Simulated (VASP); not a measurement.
# P (P6/mmm) in VASP: further runs, part 2 of 2

VASP 6.6.1. Earlier steps stand in the parts before.

## 4. Single point, PBEsol+D4

Input file run.py:

```python
from ase.calculators.vasp import Vasp
from ase.dft.bandgap import bandgap
from ase.io import read

atoms = read('P.xyz')
calc = Vasp(
    directory='calc',
    xc='pbesol',
    pp='PBE',
    setups='recommended',
    prec='Accurate',
    encut=520,
    ediff=1e-06,
    ismear=-1,
    sigma=0.1,
    lreal=False,
    lasph=True,
    nelm=100,
    algo='Fast',
    isif=2,
    lwave=False,
    lcharg=False,
    ivdw=13,
    kpts=[12, 12, 11],
    gamma=True,
    nbands=8,
)
atoms.calc = calc

print('energy (eV):', atoms.get_potential_energy())
print('free energy (eV):', atoms.get_potential_energy(force_consistent=True))
print('forces (eV/A):')
print(atoms.get_forces())
print('stress (eV/A^3, Voigt):', atoms.get_stress())
print('Fermi level (eV):', calc.get_fermi_level())
gap, top, bottom = bandgap(calc)
print('band gap (eV):', gap, 'from (spin, k, band)', top, 'to', bottom)
```

Input file P.xyz:

```xyz
1
Lattice="2.6350100000 0.0000000000 0.0000000000 -1.3175100000 2.2819900000 0.0000000000 0.0000000000 0.0000000000 2.4492600000" Properties=species:S:1:pos:R:3 pbc="T T T"
P      0.0000000000      0.0000000000      0.0000000000
```

Potentials or basis: VASP PAW PBE potentials, release 64 (P).

The run is started by

```
python run.py
```

What it wrote:

```text
energy (eV): -5.72609195
free energy (eV): -5.73095655
forces (eV/A):
[[0. 0. 0.]]
stress (eV/A^3, Voigt): [ 5.56342846e-02  5.56344992e-02  1.11852250e-02  0.00000000e+00
 -0.00000000e+00 -1.21896673e-07]
Fermi level (eV): 9.51598478
band gap (eV): 0.0 from (spin, k, band) (None, None, None) to (None, None, None)
```

OUTCAR:

```text
ENCUT = 520.000000
   EDIFF = 1.00e-06
   GGA = PS
   PREC = Accurate
   ISIF = 2
   ISMEAR = -1
   NELM = 100
   IVDW = 13
   LASPH = .TRUE.
   LREAL = .FALSE.

 ion  position               nearest neighbor table
   1  0.000  0.000  0.000-

  LATTYP: Found a hexagonal cell.
 ALAT       =     2.6350100000
 C/A-ratio  =     0.9295069089

  Lattice vectors:

 A1 = (   2.6350100000,   0.0000000000,   0.0000000000)
 A2 = (  -1.3175100000,   2.2819900000,   0.0000000000)
 A3 = (   0.0000000000,   0.0000000000,   2.4492600000)

Analysis of symmetry for initial positions (statically):
=====================================================================
 Subroutine PRICEL returns:
 Original cell was already a primitive cell.

 Routine SETGRP: Setting up the symmetry group for a
 hexagonal supercell.

 Subroutine GETGRP returns: Found 24 space group operations
 (whereof 24 operations were pure point group operations)
 out of a pool of 24 trial point group operations.

The static configuration has the point symmetry D_6h.

Analysis of symmetry for dynamics (positions and initial velocities):
=====================================================================
 Subroutine PRICEL returns:
[... 163 lines left out ...]

 k-point     1 :       0.0000    0.0000    0.0000
  band No.  band energies     occupation
      1      -6.8261      2.00000
      2      14.5875      0.00000
      3      15.5005      0.00000
      4      15.5005      0.00000
      5      16.5222      0.00000
      6      21.0302      0.00000
      7      21.0303      0.00000
      8      25.2901      0.00000
[... 243 lines left out ...]
 k-point    24 :       0.3333    0.0000    0.0909
  band No.  band energies     occupation
      1      -3.7531      2.00000
      2       5.3093      2.00000
      3      12.3277      0.00000
      4      14.2703      0.00000
      5      16.7677      0.00000
      6      23.5664      0.00000
      7      24.6529      0.00000
      8      29.7038      0.00000

 [... further k-points ...]

------------------------ aborting loop because EDIFF is reached ----------------------------------------

  DFT-D4 for vdW energy calculation

  Edisp (eV):   -0.28086

  FORCE on cell =-STRESS in cart. coord.  units (eV):
  Direction    XX          YY          ZZ          XY          YZ          ZX
  --------------------------------------------------------------------------------------
  -------------------------------------------------------------------------------------
  Total      -0.81936    -0.81936    -0.16473     0.00000     0.00000     0.00000
  in kB     -89.13595   -89.13629   -17.92071     0.00020     0.00000     0.00000
  external pressure =      -65.40 kB  Pullay stress =        0.00 kB

 VOLUME and BASIS-vectors are now :
 -----------------------------------------------------------------------------
  energy-cutoff  :      520.00
  volume of cell :       14.73
      direct lattice vectors                 reciprocal lattice vectors
     2.635010000  0.000000000  0.000000000     0.379505201  0.219107839  0.000000000
    -1.317510000  2.281990000  0.000000000     0.000000000  0.438214015  0.000000000
     0.000000000  0.000000000  2.449260000     0.000000000  0.000000000  0.408286585

 POSITION                                       TOTAL-FORCE (eV/Angst)
 -----------------------------------------------------------------------------------
      0.00000      0.00000      0.00000         0.000000      0.000000      0.000000
 -----------------------------------------------------------------------------------
    total drift:                                0.000000     -0.000000      0.000000

  FREE ENERGIE OF THE ION-ELECTRON SYSTEM (eV)
  ---------------------------------------------------
  free  energy   TOTEN  =        -5.7309565482 eV

  energy  without entropy=       -5.7212273506  energy(sigma->0) =       -5.72609195
```

INCAR:

```text
ENCUT = 520.000000
SIGMA = 0.100000
EDIFF = 1.00e-06
ALGO = Fast
GGA = PS
PREC = Accurate
ISIF = 2
ISMEAR = -1
NBANDS = 8
NELM = 100
IVDW = 13
LASPH = .TRUE.
LCHARG = .FALSE.
LWAVE = .FALSE.
LREAL = .FALSE.
```

It took 5.9 s on 1 thread of Intel Xeon 6975P-C (Granite Rapids), shared host; peak memory 0.12 GiB.

What came out:

```yaml
Free_energy: -5.7310 eV
Pressure: -6.5 GPa
Band_gap_on_the_k_mesh: none (metal or under the smearing width)
Dispersion_energy_per_atom: -0.281 eV
```

Levels at points of the mesh, in eV from the Fermi level:
```csv
k point,band 1,band 2,band 3,band 4,band 5,band 6,band 7
"(0.00, 0.00, 0.00)",-16.34,5.07,5.98,5.98,7.01,11.51,11.51
"(0.50, 0.00, 0.00)",-10.94,-8.17,2.04,5.65,8.45,14.48,14.75
```

Caveat: the PAW data sets were made with another functional, which shifts forces and pressure a little; pairwise dispersion overbinds metals, which lowers pressure and volume.

## 5. The runs side by side

```csv
task,level,potentials or basis,cell,cutoff (eV),smearing,gap on the mesh (eV),pressure (GPa)
relaxation of cell and atoms,PBE,"VASP PAW PBE potentials, release 64 (P)",relaxed,600,gaussian 0.05 eV,none,0.0
relaxation of the atoms,LDA,"VASP PAW LDA potentials, release 64 (P)",atoms relaxed,520,gaussian 0.05 eV,none,-4.9
single point,PBEsol+D4,"VASP PAW PBE potentials, release 64 (P)",as given,520,fermi-dirac 0.1 eV,none,-6.5
```

Alike in all rows: no spin polarisation; k mesh 12 × 12 × 11.

Caveats: the relaxation stopped at its first step, so nothing moved (some runs); the PAW data sets were made with another functional, which shifts forces and pressure a little (some runs); pairwise dispersion overbinds metals, which lowers pressure and volume (some runs).

Total energies depend on the potentials used, so only differences within one code and one set of settings carry meaning.
